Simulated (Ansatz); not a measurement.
**GdN (NiAs-type structure)**

The computed numbers are results of PBE, scalar-relativistic (collinear spin) in the plane-wave PAW code Ansatz at 420 eV, Γ-centred 10×10×8 mesh, 0.05 eV Gaussian smearing. The datasets are Ansatz's generated set soft_2.

```yaml
crystal:
  lattice:
    - [3.46300, 0.00000, 0.00000]
    - [-1.73150, 2.99905, 0.00000]
    - [0.00000, 0.00000, 6.07781]
  atoms:
    - { symbol: Gd, position: [0.00000, 0.00000, 0.00000] }
    - { symbol: Gd, position: [0.00000, 0.00000, 0.50000] }
    - { symbol: N, position: [0.33333, 0.66667, 0.25000] }
    - { symbol: N, position: [0.66667, 0.33333, 0.75000] }
```

The start was a prototype's sites filled with these elements. The Crystallography Open Database lists the compound in space group Fm-3m (rock salt), so this is a trial structure.

The geometry is fixed. Moments are started on Gd in several ways. Signs follow the order of those atoms. q is the propagation vector of an order in a doubled cell, in units of this cell's reciprocal vectors; doubled cells take an equivalent mesh or are counted from a ferromagnetic run in the same cell, unless said otherwise. Energies count from the first row, the state in which the cell was relaxed.

The starts:
- ferromagnetic
- no spin polarisation
- antiferromagnetic in the cell, signs +-
- antiparallel, q = (0, 0, 1/2), signs ++--
- antiparallel, q = (0, 1/2, 0), signs ++--

(1) Which start ends lowest?

Answer:

(1) Lowest: ferromagnetic.

```csv
start,largest typed moment (μB),ΔE (meV/atom),gap on the mesh (eV),P (GPa),final spin moments (μB)
ferromagnetic,7.00,0.0,metal,0.0,Gd 6.85; N -0.05
no spin polarisation,0.00,3811.6,metal,-7.4,none
"antiferromagnetic in the cell, signs +-",7.00,7.9,0.40,0.3,"Gd 6.83, -6.83"
"antiparallel, q = (0, 0, 1/2), signs ++--",7.00,4.4,0.29,0.2,"Gd 6.84, -6.84"
"antiparallel, q = (0, 1/2, 0), signs ++--",7.00,4.2,0.07,0.2,"Gd 6.83, -6.83"
```

The program noted a lower state or an instability beside: antiferromagnetic in the cell, signs +-; antiparallel, q = (0, 0, 1/2), signs ++--; antiparallel, q = (0, 1/2, 0), signs ++--. The lower rows of the table may be what it saw.

The row without spin polarisation prices the pairing of the open shell's electrons, not a magnetic ordering energy.

Only orders that fit these small cells were tried, so the real crystal's order may be another.

Hund's first rule gives Gd³⁺ with 7 f electrons 7 unpaired spins, a spin moment of 7 μB; the run has 6.85 μB on Gd (atomic spheres) and 7.14 f electrons on orthogonalised orbitals. The moment is close to the ion's, so in this run the shell is localised and nearly fully polarised.

Exchange splits the half-filled 4f shell away from the Fermi level; the metal comes from a small overlap of other bands, which can be the functional's gap error. Spin–orbit coupling is left out. Site moments are of spin, integrated over atomic spheres.

A lower state of the open shells can't be excluded.
